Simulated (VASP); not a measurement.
BN: single point with PBE

Crystal: BN.

```
B N
1.0
     0.00000    1.83072    1.83072
     1.83072    0.00000    1.83072
     1.83072    1.83072    0.00000
B N
1 1
Direct
  0.00000 0.00000 0.00000
  0.25000 0.25000 0.25000
```

The cell isn't the ideal one: a relaxed cell with its volume scaled by 1.03.

```json
{
 "Program": "VASP 6.6.1",
 "Task": "single point",
 "Functional": "PBE",
 "Potentials or basis": "VASP PAW PBE potentials, release 64 (B, N)",
 "Cutoff": "520 eV",
 "k mesh": "6 × 6 × 6",
 "Occupations": "gaussian, width 0.02 eV",
 "Spin": "no spin polarisation"
}
```

The pressure is -10.5 GPa and the band gap on the k mesh is 4.42 eV, indirect (least direct gap 8.64 eV).

Levels at points of the mesh, in eV from the valence-band top:
```tsv
k point	band 1	band 2	band 3	band 4	band 5	band 6	band 7	band 8
(0.00, 0.00, 0.00)	-19.80	0.00	0.00	0.00	8.64	8.64	8.64	9.73
(0.50, 0.00, 0.00)	-15.77	-10.35	-1.87	-1.87	9.65	10.49	10.49	14.86
(0.50, 0.50, 0.00)	-14.45	-8.67	-4.72	-4.72	4.42	9.01	17.34	17.34
```

Run time: 3.1 s on 1 thread of Intel(R) Xeon(R) Platinum 8259CL CPU @ 2.50GHz (Skylake/Cascade Lake) (shared host), peak memory 0.12 GiB.

Caveat: the k mesh is coarse (spacing up to 0.50 Å⁻¹), so the values aren't converged. A k mesh can miss the band edges.
